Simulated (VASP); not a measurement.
# V3Si (Pm-3n) in VASP: notebook

The runs below take V3Si through single point, with PBE.

Program: VASP 6.6.1. These are calculated values, not measurements. Logs are shortened: lines on timing, memory, paths and dates and some standing lists are left out, and cuts for length are marked.

**1. The crystal as given**

The structure is cubic, space group Pm-3n (No. 223). The conventional cell has a = 4.738 Å, b = 4.738 Å, c = 4.738 Å, α = 90.00°, β = 90.00°, γ = 90.00°. Si (site symmetry m-3) is surrounded by 12 V at 2.65 Å. V (site symmetry -4m2) has 2 V at 2.37 Å and 4 Si at 2.65 Å as nearest neighbours.

**2. Single point, PBE, collinear spin, typed start (parallel moments scaled by 1.5, plain SCF)**

File INCAR:

```
SYSTEM = V3Si
ALGO     = Normal         ! electronic algorithm
EDIFF    = 1E-7           ! SCF threshold, eV
ENCUT    = 520            ! plane-wave cutoff, eV
GGA      = PE             ! functional
ISIF     = 2              ! what is computed and relaxed
ISMEAR   = -1             ! smearing method
ISPIN    = 2              ! spin polarisation
LASPH    = .TRUE.         ! aspherical terms in the spheres
LCHARG   = .FALSE.        ! write CHGCAR
LMAXMIX  = 4              ! l up to which the mixer works
LORBIT   = 11             ! projections on sites
LREAL    = .FALSE.        ! projectors in reciprocal space
LWAVE    = .FALSE.        ! write WAVECAR
MAGMOM   = 0 0 3 3 3 3 3 3 ! initial moments
NBANDS   = 57             ! bands
NELM     = 150            ! most SCF steps
PREC     = Accurate       ! precision mode
SIGMA    = 0.05           ! smearing width, eV
```

File KPOINTS:

```
k-points
0
G
  5 5 5
  0 0 0
```

File POSCAR:

```
V3Si
1.0
    4.7380000000      0.0000000000      0.0000000000
    0.0000000000      4.7380000000      0.0000000000
    0.0000000000      0.0000000000      4.7380000000
Si V
2 6
Direct
    0.0000000000      0.0000000000      0.0000000000
    0.5000000000      0.5000000000      0.5000000000
    0.2500000000      0.0000000000      0.5000000000
    0.5000000000      0.7500000000      0.0000000000
    0.7500000000      0.0000000000      0.5000000000
    0.5000000000      0.2500000000      0.0000000000
    0.0000000000      0.5000000000      0.7500000000
    0.0000000000      0.5000000000      0.2500000000
```

Potentials or basis: VASP PAW PBE potentials, release 64 (Si, V_sv).

Run with:

```bash
cat potpaw_PBE.64/Si/POTCAR potpaw_PBE.64/V_sv/POTCAR > POTCAR
mpirun -np 1 vasp_std > vasp.out
```

OUTCAR:

```text
SYSTEM = V3Si
   EDIFF = 1E-7
   ENCUT = 520
   GGA = PE
   ISIF = 2
   ISMEAR = -1
   ISPIN = 2
   LASPH = .TRUE.
   LORBIT = 11
   LREAL = .FALSE.
   NELM = 150
   PREC = Accurate

 ion  position               nearest neighbor table
   1  0.000  0.000  0.000-   3 2.65   4 2.65   5 2.65   6 2.65   7 2.65   8 2.65   3 2.65   5 2.65
                             7 2.65   8 2.65   4 2.65   6 2.65
   2  0.500  0.500  0.500-   3 2.65   4 2.65   5 2.65   6 2.65   7 2.65   8 2.65   4 2.65   6 2.65
                             3 2.65   5 2.65   7 2.65   8 2.65
   3  0.250  0.000  0.500-   5 2.37   5 2.37   1 2.65   1 2.65   2 2.65   2 2.65   8 2.90   4 2.90
                             4 2.90   6 2.90   6 2.90   7 2.90   8 2.90   7 2.90
   4  0.500  0.750  0.000-   6 2.37   6 2.37   1 2.65   2 2.65   2 2.65   1 2.65   8 2.90   5 2.90
                             3 2.90   5 2.90   3 2.90   7 2.90   7 2.90   8 2.90
   5  0.750  0.000  0.500-   3 2.37   3 2.37   1 2.65   1 2.65   2 2.65   2 2.65   8 2.90   4 2.90
                             4 2.90   6 2.90   6 2.90   7 2.90   8 2.90   7 2.90
   6  0.500  0.250  0.000-   4 2.37   4 2.37   1 2.65   2 2.65   2 2.65   1 2.65   8 2.90   3 2.90
                             3 2.90   5 2.90   5 2.90   7 2.90   7 2.90   8 2.90
   7  0.000  0.500  0.750-   8 2.37   8 2.37   1 2.65   2 2.65   1 2.65   2 2.65   3 2.90   4 2.90
                             5 2.90   3 2.90   5 2.90   6 2.90   4 2.90   6 2.90
   8  0.000  0.500  0.250-   7 2.37   7 2.37   1 2.65   2 2.65   1 2.65   2 2.65   3 2.90   4 2.90
                             5 2.90   3 2.90   5 2.90   6 2.90   4 2.90   6 2.90

  LATTYP: Found a simple cubic cell.
 ALAT       =     4.7380000000

  Lattice vectors:

 A1 = (   4.7380000000,   0.0000000000,   0.0000000000)
 A2 = (   0.0000000000,   4.7380000000,   0.0000000000)
 A3 = (   0.0000000000,   0.0000000000,   4.7380000000)

Analysis of symmetry for initial positions (statically):
=====================================================================
 Subroutine PRICEL returns:
 Original cell was already a primitive cell.

 Routine SETGRP: Setting up the symmetry group for a
 simple cubic supercell.

 Subroutine GETGRP returns: Found 48 space group operations
 (whereof 24 operations were pure point group operations)
 out of a pool of 48 trial point group operations.

The static configuration has the point symmetry T_h .
 The point group associated with its full space group is O_h .

Analysis of symmetry for dynamics (positions and initial velocities):
=====================================================================
 Subroutine PRICEL returns:
 Original cell was already a primitive cell.

 Routine SETGRP: Setting up the symmetry group for a
 simple cubic supercell.

 Subroutine GETGRP returns: Found 48 space group operations
 (whereof 24 operations were pure point group operations)
 out of a pool of 48 trial point group operations.

The dynamic configuration has the point symmetry T_h .
 The point group associated with its full space group is O_h .

Analysis of structural, dynamic, and magnetic symmetry:
=====================================================================
 Subroutine PRICEL returns:
 Original cell was already a primitive cell.

 Routine SETGRP: Setting up the symmetry group for a
 simple cubic supercell.

 Subroutine GETGRP returns: Found 48 space group operations
 (whereof 24 operations were pure point group operations)
 out of a pool of 48 trial point group operations.

The overall configuration has the point symmetry T_h .
 The point group associated with its full space group is O_h .

 Subroutine INISYM returns: Found 48 space group operations
 (whereof 24 operations are pure point group operations),
 and found     1 'primitive' translations

----------------------------------------------------------------------------------------

                                     Primitive cell

  volume of cell :     106.3617

  direct lattice vectors                    reciprocal lattice vectors
     4.738000000  0.000000000  0.000000000     0.211059519  0.000000000  0.000000000
     0.000000000  4.738000000  0.000000000     0.000000000  0.211059519  0.000000000
     0.000000000  0.000000000  4.738000000     0.000000000  0.000000000  0.211059519

  length of vectors
     4.738000000  4.738000000  4.738000000     0.211059519  0.211059519  0.211059519

  position of ions in fractional coordinates (direct lattice)
     0.000000000  0.000000000  0.000000000
     0.500000000  0.500000000  0.500000000
     0.250000000  0.000000000  0.500000000
     0.500000000  0.750000000  0.000000000
     0.750000000  0.000000000  0.500000000
     0.500000000  0.250000000  0.000000000
     0.000000000  0.500000000  0.750000000
     0.000000000  0.500000000  0.250000000

  ion indices of the primitive-cell ions
   primitive index   ion index
                 1           1
                 2           2
[... 31 lines left out ...]
 Found     10 irreducible k-points:

 Following reciprocal coordinates:
            Coordinates               Weight
  0.000000  0.000000  0.000000      1.000000
  0.200000  0.000000  0.000000      6.000000
  0.400000  0.000000  0.000000      6.000000
  0.200000  0.200000  0.000000     12.000000
  0.400000  0.200000  0.000000     24.000000
  0.400000  0.400000  0.000000     12.000000
  0.200000  0.200000  0.200000      8.000000
  0.400000  0.200000  0.200000     24.000000
  0.400000  0.400000  0.200000     24.000000
  0.400000  0.400000  0.400000      8.000000
   k-points           NKPTS =     10   k-points in BZ     NKDIM =     10   number of bands    NBANDS=     57
   number of dos      NEDOS =    301   number of ions     NIONS =      8
   total plane-waves  NPLWV =  46656
   dimension x,y,z NGX =    36 NGY =   36 NGZ =   36
   dimension x,y,z NGXF=    72 NGYF=   72 NGZF=   72
   ions per type =               2   6
   NGX,Y,Z   is equivalent  to a cutoff of  12.63, 12.63, 12.63 a.u.
   NGXF,Y,Z  is equivalent  to a cutoff of  25.26, 25.26, 25.26 a.u.
 SYSTEM =  V3Si
   PREC   = accura    normal or accurate (medium, high low for compatibility)
   ISTART =      0    job   : 0-new  1-cont  2-samecut
   ICHARG =      2    charge: 1-file 2-atom 10-const
   ISPIN  =      2    spin polarized calculation?
   LNONCOLLINEAR =      F non collinear calculations
   LSORBIT =      F    spin-orbit coupling
   LASPH  =      T    aspherical Exc in radial PAW
   ENCUT  =  520.0 eV  38.22 Ry    6.18 a.u.   8.81  8.81  8.81*2*pi/ulx,y,z
   NELM   =    150;   NELMIN=  2; NELMDL= -5     # of ELM steps
   EDIFF  = 0.1E-06   stopping-criterion for ELM
   LREAL  =      F    real-space projection
   EDIFFG = 0.1E-05   stopping-criterion for IOM
   NSW    =      0    number of steps for IOM
   IBRION =     -1    ionic relax: 0-MD 1-quasi-New 2-CG
   NFREE  =      0    steps in history (QN), initial steepest desc. (CG)
   ISIF   =      2    stress and relaxation
   ISYM   =      2    0-nonsym 1-usesym 2-fastsym
   POTIM  = 0.5000    time-step for ionic-motion
   TEBEG  =    0.0;   TEEND  =   0.0 temperature during run
   PSTRESS=    0.0 pullay stress
   NELECT =      86.0000    total number of electrons
   NUPDOWN=      -1.0000    fix difference up-down
   EMIN   =  10.00;   EMAX   =-10.00  energy-range for DOS
   EFERMI =   0.00;   METHOD = LEGACY
   ISMEAR =    -1;   SIGMA  =   0.05  broadening in eV -4-tet -1-fermi 0-gaus
   EFERMI_NEDOS =   21; number of points for ismear=-14 and -15
   IALGO  =     38    algorithm
   IMIX   =      4    mixing-type and parameters
     AMIX     =   0.40;   BMIX     =  1.00
     AMIX_MAG =   1.60;   BMIX_MAG =  1.00
  volume/ion in A,a.u.               =      13.30        89.72
  Fermi-wavevector in a.u.,A,eV,Ry     =   1.525150  2.882116 31.648279  2.326083
  Thomas-Fermi vector in A             =   2.633360
   LORBIT       =     11    0 simple, 1 ext, 2 COOP (PROOUT), +10 PAW based schemes
   GGA     = PE    functional components
   LHFCALC =     F    Hartree Fock is set to
   AEXX    =    0.0000 exact exchange contribution
   IVDW    =     0    specifies the selected vdW correction
   LEPSILON=     F    determine dielectric tensor
   LRPA    =     F    only Hartree local field effects (RPA)
 spin polarized calculation
  energy-cutoff  :      520.00
  volume of cell :      106.36
 maximum number of plane-waves:      2897
 NGX is ok and might be reduce to    36
   NGX = 17   NGY = 17   NGZ = 17

 number of electron      86.0000091 magnetization       0.0025193

 number of electron      86.0000091 magnetization      -0.0005109

 Free energy of the ion-electron system (eV)
  ---------------------------------------------------
  ext. energy  EPLUGINS =         0.00000000
  ---------------------------------------------------
  free energy    TOTEN  =       -68.54271656 eV

  energy without entropy =      -68.42880061  energy(sigma->0) =      -68.48575859

 E-fermi :  10.0295     XC(G=0): -12.6012

 val. band max:       10.0274728328   @ k =   0.4000   0.4000   0.2000
 cond. band min:      10.0451967805   @ k =   0.2000   0.0000   0.0000
 fundamental gap:      0.0177239478
 Fermi energy:        10.0295082130

 spin component 1

 k-point     1 :       0.0000    0.0000    0.0000
  band No.  band energies     occupation
      1     -53.7881      1.00000
      2     -53.7186      1.00000
      3     -53.7186      1.00000
      4     -53.5206      1.00000
      5     -53.5206      1.00000
      6     -53.5206      1.00000
[... 569 lines left out ...]
     54      12.3335      0.00000
     55      12.3335      0.00000
 Fermi energy:        10.0295082130

 spin component 2

 k-point     1 :       0.0000    0.0000    0.0000
  band No.  band energies     occupation
      1     -53.7882      1.00000
      2     -53.7187      1.00000
      3     -53.7187      1.00000
      4     -53.5207      1.00000
      5     -53.5207      1.00000
      6     -53.5207      1.00000
[... 569 lines left out ...]
     54      12.3334      0.00000
     55      12.3334      0.00000
 [bands above 55 left out]

------------------------ aborting loop because EDIFF is reached ----------------------------------------

  FORCE on cell =-STRESS in cart. coord.  units (eV):
  Direction    XX          YY          ZZ          XY          YZ          ZX
  --------------------------------------------------------------------------------------
  -------------------------------------------------------------------------------------
  Total       -2.6282270     -2.6282270     -2.6282270     -0.0000000      0.0000000     -0.0000000
  in kB      -39.5902531    -39.5902531    -39.5902531     -0.0000000      0.0000000     -0.0000000
  external PRESSURE =     -39.5902531 kB  Pullay stress =       0.0000000 kB

 VOLUME and BASIS-vectors are now :
 -----------------------------------------------------------------------------
  energy-cutoff  :      520.00
  volume of cell :      106.36
      direct lattice vectors                 reciprocal lattice vectors
     4.738000000  0.000000000  0.000000000     0.211059519  0.000000000  0.000000000
     0.000000000  4.738000000  0.000000000     0.000000000  0.211059519  0.000000000
     0.000000000  0.000000000  4.738000000     0.000000000  0.000000000  0.211059519

 POSITION                                       TOTAL-FORCE (eV/Angst)
 -----------------------------------------------------------------------------------
      0.00000      0.00000      0.00000         0.000000     -0.000000      0.000000
      2.36900      2.36900      2.36900         0.000000     -0.000000      0.000000
      1.18450      0.00000      2.36900        -0.000000      0.000000      0.000000
      2.36900      3.55350      0.00000         0.000000     -0.000000     -0.000000
      3.55350      0.00000      2.36900         0.000000      0.000000     -0.000000
      2.36900      1.18450      0.00000        -0.000000      0.000000     -0.000000
      0.00000      2.36900      3.55350        -0.000000     -0.000000     -0.000000
      0.00000      2.36900      1.18450        -0.000000      0.000000      0.000000
 -----------------------------------------------------------------------------------
    total drift:                                0.000000      0.000000     -0.000000

  FREE ENERGIE OF THE ION-ELECTRON SYSTEM (eV)
  ---------------------------------------------------
  free  energy   TOTEN  =       -68.5427165596 eV

  energy  without entropy=      -68.4288006106  energy(sigma->0) =      -68.48575859

 total charge

# of ion       s       p       d       tot
------------------------------------------
    1        0.724   0.941   0.000   1.666
    2        0.724   0.941   0.000   1.666
    3        2.294   6.227   3.129  11.649
    4        2.294   6.227   3.129  11.649
    5        2.294   6.227   3.129  11.649
    6        2.294   6.227   3.129  11.649
    7        2.294   6.227   3.129  11.649
    8        2.294   6.227   3.129  11.649
--------------------------------------------------
tot         15.212  39.243  18.773  73.227

 magnetization (x)

# of ion       s       p       d       tot
------------------------------------------
    1       -0.000   0.000   0.000   0.000
    2       -0.000   0.000   0.000   0.000
    3       -0.000  -0.000  -0.000  -0.000
    4       -0.000  -0.000  -0.000  -0.000
    5       -0.000  -0.000  -0.000  -0.000
    6       -0.000  -0.000  -0.000  -0.000
    7       -0.000  -0.000  -0.000  -0.000
    8       -0.000  -0.000  -0.000  -0.000
--------------------------------------------------
tot         -0.000  -0.000  -0.000  -0.000
```

Run time: 77 s. Hardware: 1 thread of Intel Xeon 6975P-C (Granite Rapids), shared host; peak memory 0.28 GiB.

What came out:

| Property | Result |
| --- | --- |
| Free energy | -68.5427 eV |
| Pressure | -4.0 GPa |
| Band gap on the k mesh | none (metal or under the smearing width) |
| Net moment | 0.00 μB per cell |
| Valence electrons inside the program's atomic spheres | Si 1.67; V 11.65 |

Levels at points of the mesh, in eV from the Fermi level:
Spin up:
```tsv
k point	band 42	band 43	band 44	band 45	band 46	band 47
(0.00, 0.00, 0.00)	-0.57	-0.01	-0.01	1.95	1.95	1.95
```
Spin down:
```
           k point  band 42  band 43  band 44  band 45  band 46  band 47
(0.00, 0.00, 0.00)    -0.57    -0.01    -0.01     1.95     1.95     1.95
```

(Continued in part 2 of 2.)
